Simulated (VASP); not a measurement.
Set up this calculation in VASP 6.6.1, as the native input.

| Quantity | Value |
| --- | --- |
| Task | single point |
| Functional | r2SCAN |
| Potentials or basis | VASP PAW PBE potentials, release 64 (Ti_sv, Te) |
| Cutoff | 520 eV |
| k mesh | 10 × 10 × 6 |
| Occupations | gaussian, width 0.05 eV |
| Spin | no spin polarisation |
| Dipole correction | no |
| Further INCAR settings | ALGO = Normal; EDIFF = 1e-07; NBANDS = 19 |

TiTe2:

```
CELL_PARAMETERS angstrom
3.77802 0.00000 0.00000
-1.88901 3.27186 0.00000
0.00000 0.00000 6.49449
ATOMIC_POSITIONS crystal
Ti 0.00000 0.00000 0.00000
Te 0.33333 0.66667 0.26000
Te 0.66667 0.33333 0.74000
```

The cell was built by a generator and isn't the measured one.

The input as run:

POSCAR

```
TiTe2
1.0
    3.7780184881      0.0000000000      0.0000000000
   -1.8890092441      3.2718599867      0.0000000000
    0.0000000000      0.0000000000      6.4944941290
Ti Te
1 2
Direct
    0.0000000000      0.0000000000      0.0000000000
    0.3333333333      0.6666666667      0.2600008780
    0.6666666667      0.3333333333      0.7399991220
```

INCAR.step1

```
PREC = Accurate
ENCUT = 520
ISMEAR = 0
SIGMA = 0.05
LREAL = F
LASPH = T
NELM = 100
NBANDS = 19
GGA = PE
ALGO = Normal
EDIFF = 1E-4
LWAVE = T
LCHARG = F
```

INCAR.step2

```
PREC = Accurate
ENCUT = 520
EDIFF = 1E-7
ISMEAR = 0
SIGMA = 0.05
LREAL = F
LASPH = T
NELM = 100
ALGO = Normal
ISIF = 2
LWAVE = F
LCHARG = F
METAGGA = R2SCAN
LMIXTAU = T
NBANDS = 19
ISTART = 1
```

KPOINTS

```
Automatic mesh
0
Gamma
  10 10 6
```

Potentials or basis: VASP PAW PBE potentials, release 64 (Ti_sv, Te).

Command:

```bash
$ cat potpaw_PBE.64/Ti_sv/POTCAR potpaw_PBE.64/Te/POTCAR > POTCAR
$ cp INCAR.step1 INCAR
$ mpirun -np 1 vasp_std > vasp.out
$ cp INCAR.step2 INCAR
$ mpirun -np 1 vasp_std > vasp.out
```

Results of the run:

```json
{
 "Pressure": "1.7 GPa",
 "Band gap on the k mesh": "none (metal or under the smearing width)"
}
```

Caveat: the PAW data sets were made with another functional, which shifts forces and pressure a little.

It took 6.3 min on 1 thread of AMD EPYC 7R13 Processor (Zen 3) (shared host), peak memory 0.24 GiB.
